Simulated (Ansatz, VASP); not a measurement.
## KI: VASP beside Ansatz

```xyz
2
Lattice="0.0000 3.4541 3.5246 3.4541 0.0000 3.5246 3.4541 3.4541 0.0000" Properties=species:S:1:pos:R:3 pbc="T T T"
K     0.0000    0.0000    0.0000
I     3.4541    3.4541    3.5246
```

Change from the starting cell: equal xx and yy strain of -2 %.

Alike in both runs: task single point; functional PBEsol; k mesh 8 × 8 × 8; occupations fermi-dirac, width 0.01 eV; no spin polarisation.

|  | VASP | Ansatz |
| --- | --- | --- |
| version | VASP 6.6.1 | Ansatz 0.2.0 |
| potentials or method | VASP PAW PBE potentials, release 64 (K_sv, I), cutoff 520 eV | all-electron LAPW, scalar-relativistic |

Ansatz gave:

```
gap on the k mesh at the Fermi level (eV)       : 3.92
pressure (GPa)                                  : 0.3
largest component of the traceless stress (GPa) : 0.38
```

Task: What did VASP give for the same quantities?

Result: gap on the k mesh at the Fermi level (eV): 3.91; pressure (GPa): 0.3; largest component of the traceless stress (GPa): 0.39.

Ansatz ran all-electron here, so the differences hold the error of VASP's frozen core and of both bases.

Caveats: the PAW data sets were made with another functional, which shifts forces and pressure a little (VASP); spin-orbit coupling is left out, which moves the levels of the heavy elements. A k mesh can miss the band edges.
